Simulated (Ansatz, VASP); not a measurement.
# HC60N3: VASP beside Ansatz, part 2 of 3

Aim: how closely do two programs agree when they are given the same cell, functional and k mesh? Of the first pair: The structure shown is the start of the Ansatz relaxation below; VASP solves that cell, so the two are compared at the walk's first step.

VASP 6.6.1 and Ansatz 0.2.0.

So far: The structure; Ansatz: relaxation, PBE.

## Step 3: VASP: single point, PBE, start cell, pair 1

Level of this step: PBE; plane waves and PAW (C, N, H) (VASP).

The same cell, functional, mesh and smearing now go to VASP, with its own data sets.

Lines of VASP's logs that name or quote its potential files are left out, and so is its time.

INCAR

```
SYSTEM = HC60N3
PREC = Accurate
ENCUT = 520
EDIFF = 1E-06
NELM = 120
ISMEAR = -1
SIGMA = 0.01
LREAL = Auto
ALGO = Normal
GGA = PE
NBANDS = 176
LORBIT = 11
LWAVE = .FALSE.
LCHARG = .FALSE.
ISIF = 2
LASPH = .TRUE.
GGA_COMPAT = .FALSE.
EFERMI = MIDGAP
NCORE = 2
```

POSCAR

```
HC60N3
1.0
    7.1418068620      0.0000000000      0.0000000000
    0.0000000000      7.1418068620      0.0000000000
    0.0000000000      0.0000000000      7.1418068620
C N H
60 3 1
Direct
    0.0007820150      0.9998682406      0.2526857747
    0.9999855779      0.2523424443      0.9984652343
    0.2510843593      0.9984344298      0.0020531219
    0.1277245405      0.1246771324      0.3744388572
    0.1228799682      0.3737698389      0.1236456008
    0.3768668142      0.1235932331      0.1265422067
    0.0020287583      0.0018440712      0.7505707034
    0.0000970343      0.2513889041      0.4975701624
    0.2521129505      0.0001194376      0.4981660900
    0.2484600934      0.2481332853      0.7485906723
    0.1276212053      0.1241173301      0.8745608948
    0.1248821226      0.3746431473      0.6222248915
    0.3746831932      0.1226452937      0.6264823575
    0.3726405728      0.3742194450      0.8737092896
    0.9976965213      0.4988512107      0.2488970977
    0.9982210384      0.7507563707      0.9979737621
    0.2508489847      0.4973389884      0.0002021897
    0.2478647259      0.7513696609      0.2488140655
    0.1228260603      0.6238853957      0.3763689010
    0.1231566489      0.8768680141      0.1240229563
    0.3756249716      0.6246672706      0.1277094183
    0.3759741830      0.8756011078      0.3724442639
    0.9995638359      0.4996846133      0.7527481636
    0.0020309986      0.7484248879      0.4988880362
    0.2484956586      0.7514375709      0.7481258039
    0.1251537625      0.6222142500      0.8752412549
    0.1273760293      0.8735598876      0.6246493480
    0.3725296765      0.6257424887      0.6239098993
    0.3770992484      0.8768302085      0.8747067963
    0.4981082615      0.9979374967      0.2500970741
    0.4978871690      0.2483966641      0.0008985121
    0.7506461745      0.0014711963      0.9977064628
    0.7493032370      0.2525149496      0.2489843305
    0.6265812121      0.1234903179      0.3732499424
    0.6247217387      0.3741765987      0.1223379485
    0.8764672751      0.1240079740      0.1228308210
    0.8726855991      0.3735341842      0.3744192544
    0.4994891445      0.0026078835      0.7491168696
    0.7492609508      0.0012396023      0.4976001268
    0.7484834165      0.2499637745      0.7476460934
    0.6261561096      0.1247937696      0.8775423532
    0.6272316077      0.3759705425      0.6236141758
    0.8770556417      0.1241141097      0.6266828670
    0.8722709981      0.3746865537      0.8744555994
    0.4995424924      0.4992978764      0.2473278869
    0.4979566192      0.7513560789      0.0013521788
    0.7509439983      0.4983017700      0.9979832835
    0.7486141957      0.7496492279      0.2524081139
    0.6259753430      0.6234714948      0.3728658659
    0.6275838995      0.8759965259      0.1245845788
    0.8729561189      0.6231120620      0.1253170265
    0.8727337662      0.8739821897      0.3737073897
    0.4993152390      0.5005873260      0.7473488297
    0.5008065983      0.7514577338      0.4977491087
    0.7509423180      0.4974025577      0.4995445927
    0.7492617909      0.7483869423      0.7478331609
    0.6242711524      0.6222974222      0.8749152869
    0.6260722372      0.8736579021      0.6272117248
    0.8736361989      0.6247193583      0.6274297368
    0.8770384191      0.8768843965      0.8746316052
    0.2500693500      0.2521518762      0.2517907631
    0.2476532948      0.5009134340      0.5012251198
    0.4977353867      0.2507299672      0.4985232825
    0.4131504894      0.4103696805      0.3406812935
```

KPOINTS

```
Automatic mesh
0
Gamma
1 1 1
0 0 0
```

Potentials, in the order of the species: C, N and H (PBE family, release 64).

Run with:

```sh
mpirun -np 8 vasp_gam
```

Numbers of over 12 decimals in the logs are rounded to 6 here.

The log of the run:

```text
[banner, memory and clock lines left out]
running    8 mpi-ranks, on    1 nodes
[...]
LDA part: xc-table for (Slater+PW92), standard interpolation
 POSCAR, INCAR and KPOINTS ok, starting setup
[...]
entering main loop
       N       E                     dE             d eps       ncg     rms          rms(c)
DAV:   1     0.180788504714E+04    0.18079E+04   -0.15551E+05   352   0.151E+03
DAV:   2    -0.402131921561E+03   -0.22100E+04   -0.20423E+04   456   0.346E+02
DAV:   3    -0.579916930625E+03   -0.17779E+03   -0.17449E+03   432   0.928E+01
DAV:   4    -0.584472256350E+03   -0.45553E+01   -0.45210E+01   432   0.160E+01
[...]
DAV:  13    -0.563470998770E+03   -0.32717E-04   -0.32229E-05   416   0.158E-02    0.835E-03
DAV:  14    -0.563471002638E+03   -0.38676E-05   -0.48419E-06   384   0.705E-03    0.245E-03
DAV:  15    -0.563471002592E+03    0.45236E-07   -0.86745E-07   232   0.256E-03
   1 F= -.56347100E+03 E0= -.56347100E+03  d E =0.000000E+00
```

From OUTCAR (step 3):

```text
  Total        5.1447613      4.7718868      4.9523072     -2.2452158      1.2298275      1.7777619
  in kB       22.6282781     20.9882588     21.7818043     -9.8751651      5.4091681      7.8191560
  external PRESSURE =      21.7994471 kB  Pullay stress =       0.0000000 kB

 POSITION                                       TOTAL-FORCE (eV/Angst)
 -----------------------------------------------------------------------------------
      0.00559      7.14087      1.80463        -0.386770     -0.013900     -1.055315
      7.14170      1.80218      7.13085        -0.113559     -1.038521      0.001189
      1.79320      7.13063      0.01466        -0.008411      0.611017     -0.584561
      0.91218      0.89042      2.67417        -0.186949      0.859649     -0.744329
      0.87759      2.66939      0.88305         0.916539     -0.551907      0.763933
      2.69151      0.88268      0.90374        -1.643600      0.739066      0.234130
      0.01449      0.01317      5.36043        -0.022923     -0.769419     -0.274035
      0.00069      1.79537      3.55355         0.491275     -0.325150      0.111187
      1.80054      0.00085      3.55781         0.237725      0.163970      0.110807
      1.77445      1.77212      5.34629         0.772108      0.653345     -0.391215
      0.91145      0.88642      6.24594        -0.594637      0.422936      0.244000
      0.89188      2.67563      4.44381         0.198613      1.179286      0.176341
      2.67592      0.87591      4.47422         1.103447      1.228062     -1.180600
      2.66133      2.67260      6.23986         0.572118     -0.290764     -0.006277
[...]
-----------------------------------------------------------------------------------
    total drift:                               -0.000025     -0.011179      0.048310

  FREE ENERGIE OF THE ION-ELECTRON SYSTEM (eV)
  ---------------------------------------------------
  free  energy   TOTEN  =      -563.4710025924 eV

  energy  without entropy=     -563.4710025924  energy(sigma->0) =     -563.47100259

[... 2 further parts left out ...]
```

The run ends at a pressure of 2.18 GPa, with forces up to 4.1 eV/Å.

## Step 4: Comparison

Known differences besides the potentials themselves: the cutoff is 420 eV in Ansatz and 520 eV in VASP (PREC = Accurate, projectors in real space). Total energies have different zeros and are not compared.

Forces on 9 of the 64 atoms, those with the largest forces and the largest differences (eV/Å; atoms numbered as in POSCAR):

```tsv
atom	Ansatz x, y, z	VASP x, y, z
C13	1.105, 1.221, -1.166	1.103, 1.228, -1.181
C25	0.835, -0.536, 0.823	0.846, -0.546, 0.840
C34	-1.186, 0.934, 1.088	-1.198, 0.945, 1.083
C42	-1.450, -1.391, -0.405	-1.467, -1.387, -0.416
C45	1.599, 1.334, -0.490	1.601, 1.332, -0.479
N61	-2.197, -2.715, -2.232	-2.194, -2.715, -2.241
N62	-1.872, 1.789, 1.794	-1.871, 1.794, 1.793
N63	2.305, -2.317, 2.232	2.310, -2.318, 2.231
H64	0.858, 0.902, -1.034	0.841, 0.884, -1.016
```

The forces differ by 6.7 meV/Å r.m.s., which is 0.8 % of the r.m.s. force of 0.790 eV/Å (both taken over all components).

## Step 5: Ansatz: relaxation, PBE

This run makes the geometry at which the two programs are then compared.

The structure compared here is the end of the Ansatz relaxation.

input.yaml

```yaml
crystal:
  lattice:
    - [7.14180686, 0.0, 0.0]
    - [0.0, 7.14180686, 0.0]
    - [0.0, 0.0, 7.14180686]
  atoms:
    - { symbol: C, position: [0.000782057, -0.000131706, 0.252685767] }
    - { symbol: C, position: [-1.4396e-05, 0.252342389, -0.001534703] }
    - { symbol: C, position: [0.25108432, -0.001565588, 0.002053166] }
    - { symbol: "N", position: [0.250069291, 0.252151918, 0.251790741] }
    - { symbol: C, position: [0.127724542, 0.124677094, 0.374438834] }
    - { symbol: C, position: [0.122879985, 0.373769773, 0.123645606] }
    - { symbol: C, position: [0.376866847, 0.123593279, 0.126542182] }
    - { symbol: C, position: [0.002028762, 0.001844098, 0.750570732] }
    - { symbol: C, position: [9.7038e-05, 0.251388896, 0.497570214] }
    - { symbol: C, position: [0.252112975, 0.000119502, 0.498166053] }
    - { symbol: C, position: [0.248460135, 0.248133226, 0.748590646] }
    - { symbol: C, position: [0.127621137, 0.124117322, 0.87456088] }
    - { symbol: C, position: [0.124882055, 0.374643107, 0.622224928] }
    - { symbol: C, position: [0.37468317, 0.122645352, 0.626482416] }
    - { symbol: C, position: [0.372640541, 0.374219469, 0.873709252] }
    - { symbol: C, position: [-0.002303501, 0.498851195, 0.248897079] }
    - { symbol: C, position: [-0.0017789, 0.750756402, -0.002026247] }
    - { symbol: C, position: [0.250848948, 0.497339035, 0.000202143] }
    - { symbol: C, position: [0.247864667, 0.75136971, 0.248814019] }
    - { symbol: C, position: [0.122826018, 0.623885439, 0.376368891] }
    - { symbol: C, position: [0.123156629, 0.876868077, 0.124022975] }
    - { symbol: C, position: [0.375625016, 0.624667232, 0.127709414] }
    - { symbol: C, position: [0.375974216, 0.875601088, 0.372444241] }
    - { symbol: C, position: [-0.000436205, 0.499684553, 0.752748186] }
    - { symbol: C, position: [0.002030977, 0.748424862, 0.498888074] }
    - { symbol: "N", position: [0.247653262, 0.50091338, 0.501225098] }
    - { symbol: C, position: [0.248495707, 0.751437618, 0.74812579] }
    - { symbol: C, position: [0.125153703, 0.622214237, 0.875241259] }
    - { symbol: C, position: [0.127375967, 0.87355982, 0.624649335] }
    - { symbol: C, position: [0.372529674, 0.625742513, 0.623909831] }
    - { symbol: C, position: [0.377099221, 0.8768302, 0.874706834] }
    - { symbol: C, position: [0.49810821, -0.002062528, 0.25009702] }
    - { symbol: C, position: [0.497887116, 0.248396677, 0.000898545] }
    - { symbol: C, position: [0.750646207, 0.001471254, -0.002293498] }
    - { symbol: C, position: [0.749303199, 0.252515006, 0.248984361] }
    - { symbol: C, position: [0.626581238, 0.123490331, 0.373249888] }
    - { symbol: C, position: [0.624721772, 0.374176556, 0.122337889] }
    - { symbol: C, position: [0.876467252, 0.124008022, 0.122830793] }
    - { symbol: C, position: [0.872685592, 0.373534182, 0.374419309] }
    - { symbol: C, position: [0.499489096, 0.002607936, 0.749116851] }
    - { symbol: "N", position: [0.49773535, 0.250730005, 0.498523261] }
    - { symbol: C, position: [0.749260984, 0.001239581, 0.497600083] }
    - { symbol: C, position: [0.748483473, 0.249963746, 0.747646038] }
    - { symbol: C, position: [0.626156078, 0.124793809, 0.877542297] }
    - { symbol: C, position: [0.627231586, 0.375970565, 0.623614239] }
    - { symbol: C, position: [0.877055577, 0.124114127, 0.626682896] }
    - { symbol: C, position: [0.872270954, 0.3746865, 0.874455635] }
    - { symbol: C, position: [0.499542518, 0.499297828, 0.247327928] }
    - { symbol: C, position: [0.497956688, 0.751356046, 0.001352155] }
    - { symbol: C, position: [0.750944008, 0.498301805, -0.002016752] }
    - { symbol: C, position: [0.748614224, 0.749649167, 0.25240808] }
    - { symbol: C, position: [0.625975288, 0.623471472, 0.372865821] }
    - { symbol: C, position: [0.627583904, 0.875996585, 0.12458459] }
    - { symbol: C, position: [0.872956145, 0.623112014, 0.125316978] }
    - { symbol: C, position: [0.872733822, 0.873982217, 0.373707383] }
    - { symbol: C, position: [0.499315171, 0.500587345, 0.747348898] }
    - { symbol: C, position: [0.500806649, 0.751457738, 0.497749084] }
    - { symbol: C, position: [0.750942339, 0.497402527, 0.499544545] }
    - { symbol: C, position: [0.749261726, 0.74838697, 0.747833115] }
    - { symbol: C, position: [0.624271098, 0.622297438, 0.874915333] }
    - { symbol: C, position: [0.626072186, 0.873657909, 0.627211677] }
    - { symbol: C, position: [0.8736362, 0.624719359, 0.627429732] }
    - { symbol: C, position: [0.87703847, 0.876884464, 0.874631566] }
    - { symbol: H, position: [0.413150559, 0.410369656, 0.340681336] }
basis:
  ecutwfc: 420
  xc_grid: 2
hamiltonian:
  xc: pbe
kpoints:
  mp_grid: { grid: [1, 1, 1] }
scf:
  occupations: { method: fermi_dirac, width: 0.01 }
  max_iter: 120
relax:
  f_tol: 0.02
  max_steps: 80
  escape_saddle: false
output:
  forces: true
```

Run with:

```sh
ansatz run input.yaml --threads 4 --pin off --max-ram 7536MiB --backend cpu --events-out ev --progress --plain --runs-dir out
```

The log of the run:

```text
[...]
Crystal: 64 atoms, lattice volume = 364.271 Å³
Basis set: ecut = 420 eV, 7123 PW (Γ), exchange–correlation on 96×96×96 points (8 copies of the dense FFT grid, shifted against one another)
Bands: 192, of which v1, the nominal top of the filled ones, is band 128 counted from 1 (127 counted from 0)
Symmetry: 1 space group operations
[...]
k-points: 1
[...]
SCF iter   1: F=—  HF=-16205.853606 eV  |F-HF|=—  |Δ(HF+E_count)|=         —  Δρ=9.20e-3  dr2=5.25e-1  ethr=1.77e-3  ⟨swp⟩=5.0  Hψ=759  notcnv=0  defer=48
[...]
- { symbol: C, position: [0.369459, 0.125179, 0.124991] }
    - { symbol: C, position: [0.000378758, 0.000254421, 0.749070] }
    - { symbol: C, position: [0.00288797, 0.252330, 0.496999] }
[...]
- { symbol: N, position: [0.238116, 0.511705, 0.511340] }
[...]
- { symbol: N, position: [0.511806, 0.237992, 0.511334] }
[...]
- { symbol: C, position: [0.624205, 0.624076, 0.873340] }
    - { symbol: C, position: [0.624233, 0.873379, 0.625117] }
    - { symbol: C, position: [0.873506, 0.624093, 0.625109] }
    - { symbol: C, position: [0.874654, 0.874526, 0.874806] }
    - { symbol: H, position: [0.420947, 0.420770, 0.328588] }
```

(Part 2 of 3 ends here.)

[Lines on the potential files, build, host, timing and source positions are cut from VASP's logs without a mark.]

[Logs are printed without paths, hosts, clocks, repeated set-up lines and the standing remarks that a program may print on its own settings, such as how far it seeks lower states.]

[Hosts, paths, dates, database ids (printed as entryN), source tags and the programs' standing remarks are cut or masked in the printed files.]
